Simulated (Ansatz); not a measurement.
Bi, 2 atoms in the cell. The structure is monoclinic, space group C2/m (No. 12). The conventional cell has a = 6.977 Å, b = 6.265 Å, c = 3.359 Å, α = 90.00°, β = 112.04°, γ = 90.00°. Bi (site symmetry m) is surrounded by 6 Bi at 3.21 to 3.45 Å. This isn't the form of Bi at room conditions, which is rhombohedral.

```yaml
Program: Ansatz 0.2.0
Task: projected density of states
Functional: PBE0
Potentials_or_basis: Ansatz PAW
Cutoff: "420 eV (not typed: the program's choice for these potentials)"
k_mesh: 4 × 4 × 5
Occupations: fermi-dirac, width 0.05 eV
Spin: no spin polarisation
```

Potentials or basis: Ansatz PAW.

Command:

```console
$ ansatz run input.yaml --threads 2 --pin off --max-ram 5632MiB --backend cpu --events-out ev --progress --plain --runs-dir out
```

Hardware: 2 threads of Arm Neoverse V1, on a shared host.

**Question.** Estimate the wall time of this run.

**Answer.** Run time: 38 s on 2 threads of Arm Neoverse V1, on a shared host, peak memory 1.2 GiB. Counts: scf iterations 25, plane waves 1329, k points 27, bands 21.
